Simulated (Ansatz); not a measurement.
Crystal: MnO.

```xyz
4
Lattice="3.5827 0.0000 0.0000 0.0000 3.5827 0.0000 0.0000 0.0000 4.4605" Properties=species:S:1:pos:R:3 pbc="T T T"
Mn    0.0000    1.7914    0.0000
Mn    1.7914    0.0000    2.2302
O     0.0000    0.0000    1.1151
O     0.0000    0.0000    3.3454
```

Measurements of this composition are mostly on another form, of space group No. 225.

A run of Ansatz 0.2.0 on this cell left the log below. Logs are shortened: lines on timing, memory, paths and dates and some standing lists are left out, and cuts for length are marked.

```text
Warning: where an SCF of this run starts from atoms to list the orders of its open shells, Mn (sites 0, 1, from 0) starts with 5.00 μB on its 3d shell, in the place of the 5.50 μB that the deck gives it: its open shells can hold no more by Hund's first rule. To start from spheres of the given moment, type scf.initial_density.shell_occupations: []
Warning: RAYON_NUM_THREADS=2 ignored (pool sized by the plan → 2); use --threads N
Engine: ansatz 0.2.0, aarch64-unknown-linux-gnu
Pseudopotentials: kind: paw
Pseudopotential: Mn, paw, valence charge 15, recommended cutoff 420 eV (normal), Mn.paw.azcp
Pseudopotential: O, paw, valence charge 6, recommended cutoff 420 eV (normal), O.paw.azcp
Functional definition: PBE
  parameter kappa = 0.804
  parameter beta = 0.06672455060314922
  exchange = pbe_x(kappa = kappa, mu = beta*pi^2/3)
  correlation = pbe_c(beta = beta)
Crystal: 4 atoms, lattice volume = 57.254 Å³
Basis set: ecut = 420 eV, 1107 PW (Γ), exchange–correlation on 48×48×60 points (8 copies of the dense FFT grid, shifted against one another)
Bands: 32, of which v1, the nominal top of the filled ones, is band 21 counted from 1 (20 counted from 0)
Symmetry: 16 space group operations
Space group: P42/mmc (ITA 131), of the structure as read, at distance tolerance 3.9e-5 Å
Magnetic group: BNS 131.435 (UNI 1095), of the structure as read, at distance tolerance 3.9e-5 Å
k-points: 60 of 384
Non-local potential: Mn, projectors of the file, l = 0: 3, l = 1: 2, l = 2: 3, l = 3: 1
Non-local potential: O, projectors of the file, l = 0: 2, l = 1: 2, l = 2: 1
PAW form: soft (Blöchl's): semilocal exchange-correlation on the pseudo side does not see the compensation charge
PAW one-centre angular grid: Mn, 590 points (default); XC on 64 Gauss nodes
PAW one-centre angular grid: O, 110 points (default); XC on 64 Gauss nodes
Initial density: superposition of atomic densities (chi_scale 0.1, normalization cell, long waves kept (reshape's long-wave potential 0.02 eV rms))
Starting moments: Σ|m| = 11 μB on 2 of 4 sites
[... 23 lines left out ...]
Absolute magnetization: 8.1695 μB (∫|ρ↑−ρ↓|, with the PAW one-centre terms)
Spin contamination: 0.2795 ħ² per cell (⟨S²⟩ above its minimum at these occupations)
Per-site moments (μB) at R_I (Å): [(3.4494811711922817, 0.870409040672683), (3.4494811711922817, 0.870409040672683), (-0.11581066992061498, 0.870409040672683), (-0.11581066992061512, 0.870409040672683)]
Free energy (F): -8930.766902 eV
Harris-Foulkes:  -8930.766902 eV  (|F-HF|=1.56e-8)
Internal energy: -8930.750690 eV  (E = F + TS)
E sigma→0 (E₀):  -8930.758796 eV
Entropy (-TS):   -0.016211 eV (-4.053 meV/atom)
Fermi energy:    8.968643 eV
--- Per-component energies (eV) ---
  E_band       = -671.598888
  E_kinetic    = 940.489194
  E_local      = -5418.445691  (includes V_loc(G=0)·N_el)
  E_nonlocal   = 594.148946
  E_hartree    = 2180.175729
  E_xc         = -366.751232
  E_vxc        = -468.262632  (∫ρ·V_xc dr)
  E_paw        = -2923.602151  (= ΣΔE_a)
  E_vpaw       = -679.882657  (= ΣTr[D̂ρ^β])
  E_aug_tail   = 0.004678  (compensation charges beyond the density's cutoff)
  E_ewald      = -3936.770163
  E_smearing   = -0.016211  (= −TS)
  E_closure    = -0.000000  (closes the sum)
  Σ components = -8930.766902   (vs F -8930.766902, Δ=0.00e0)
--- Forces (eV/Å), atoms counted from 1 ---
  atom   1  Mn     0.00000000    -0.00000000     0.00000000
  atom   2  Mn     0.00000000     0.00000000     0.00000000
  atom   3  O      0.00000000     0.00000000     0.00000000
  atom   4  O      0.00000000     0.00000000    -0.00000000
  max |Σ_I F_I| component: 6.63e-29 eV/Å
--- Stress (GPa, compression-positive) ---
      -25.417071       0.000000       0.000000
        0.000000     -25.417071       0.000000
        0.000000       0.000000      13.804802
  P = ⅓ Tr σ = -12.3431 GPa (-123.431 kbar)
--- Band table (eV; the first three rows and the last of 120) ---
  k-point 0 ↑: bands = ["-72.6464", "-72.6435", "-41.5344", "-41.5122", "-41.3212", "-41.3212", "-41.2739", "-41.2739", "-10.6590", "-8.4006", "1.4871", "3.4912", "3.4912", "4.3975", "4.3975", "5.0473", "5.9079", "6.2545", "6.3931", "6.6136", "6.6136", "6.6821", "8.1051", "9.0487", "9.4923", "9.9518", "9.9518", "13.8388", "16.3497", "17.5447", "18.8230", "18.8230"]
  k-point 1 ↑: bands = ["-72.6462", "-72.6437", "-41.5330", "-41.5138", "-41.3210", "-41.3210", "-41.2741", "-41.2741", "-10.5420", "-8.6053", "1.8875", "3.4124", "3.4124", "4.4724", "4.4724", "5.1799", "5.9404", "6.2826", "6.2918", "6.6529", "6.6989", "6.6989", "7.9697", "8.2078", "9.8181", "9.8181", "10.0645", "12.9281", "17.0390", "18.3778", "18.9744", "18.9744"]
  k-point 2 ↑: bands = ["-72.6456", "-72.6442", "-41.5291", "-41.5179", "-41.3206", "-41.3206", "-41.2744", "-41.2744", "-10.2052", "-9.1073", "2.9503", "3.2855", "3.2855", "4.5874", "4.5874", "5.4436", "5.7951", "5.9932", "6.3596", "6.5734", "6.8990", "6.8990", "7.3498", "7.5995", "9.5285", "9.5285", "10.5876", "11.8118", "17.5363", "19.2197", "19.3643", "19.3643"]
  k-point 59 ↓: bands = ["-68.4707", "-68.4707", "-37.3711", "-37.3711", "-37.3500", "-37.3500", "-37.1457", "-37.1457", "-9.6127", "-9.6127", "3.8665", "3.8665", "3.9398", "3.9398", "5.3184", "5.3184", "8.8352", "8.8352", "10.2732", "10.2732", "10.6745", "10.6745", "10.8397", "10.8397", "10.8522", "10.8522", "13.1597", "13.1597", "17.2106", "17.2106", "18.2006", "18.2006"]
```

Q: Write the input and the command behind it.

A: Single point with PBE, collinear spin, ferromagnetic start. The files as run (others can give the same):

input.yaml
```yaml
crystal:
  lattice:
    - [3.58271064, 0.0, 0.0]
    - [0.0, 3.58271064, 0.0]
    - [0.0, 0.0, 4.46048315]
  atoms:
    - { symbol: Mn, position: [0.0, 0.5, 0.0], spin: 5.5 }
    - { symbol: Mn, position: [0.5, 0.0, 0.5], spin: 5.5 }
    - { symbol: O, position: [0.0, 0.0, 0.25] }
    - { symbol: O, position: [0.0, 0.0, 0.75] }
hamiltonian:
  xc: pbe
  pseudopotentials: { kind: paw }
magnetization:
  spin_polarized: true
kpoints:
  mp_grid: { grid: [8, 8, 6] }
scf:
  occupations: { method: fermi_dirac, width: 0.05 }
output:
  forces: true
  stress: true
  eigenvalues: true
```

Potentials or basis: Ansatz PAW.
The run is started by
```sh
$ ansatz run input.yaml --threads 2 --pin off --max-ram 5120MiB --backend cpu --events-out ev --progress --plain --runs-dir out
```

Caveat: the pressure holds a Pulay correction of +0.4 GPa for the finite cutoff; semilocal functionals often make such compounds metallic where correlation or magnetic order opens a gap, which also shifts bond lengths; only a ferromagnetic start was run, and an antiferromagnetic order may lie lower in energy.
